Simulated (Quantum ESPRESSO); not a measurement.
Runs of Quantum ESPRESSO 7.5 on C. Symmetry: Fd-3m, No. 227, cubic system. Conventional cell: a = 3.567 Å, b = 3.567 Å, c = 3.567 Å, α = 90.00°, β = 90.00°, γ = 90.00°. Around C (site symmetry -43m) lie 4 C at 1.54 Å. This isn't the form of C at room conditions, which is graphite.

```csv
potentials or basis,cutoff (eV),form of the LDA correlation,gap on the mesh (eV),pressure (GPa)
JTH 2.0 LDA,612,PW92,(a),0.1
GBRV 1.5 LDA,612,PZ81,4.19,0.0
PseudoDojo 0.4.1 SR LDA standard,1116,PW92,4.21,-0.1
PseudoDojo 0.4.1 SR LDA stringent,1116,PW92,4.21,-0.1
```

Alike in all rows: task relaxation of cell and atoms; level LDA; no spin polarisation; cell relaxed to 0.3 kbar; k mesh 13 × 13 × 13; smearing fermi-dirac 0.05 eV.

Q: Fill in the values left out.

A: (a) 4.18.

Caveats: an odd mesh through Γ misses points on the zone boundary, where band edges often lie; the cutoff is low for these files, which shifts pressure and relaxed volume (some runs).
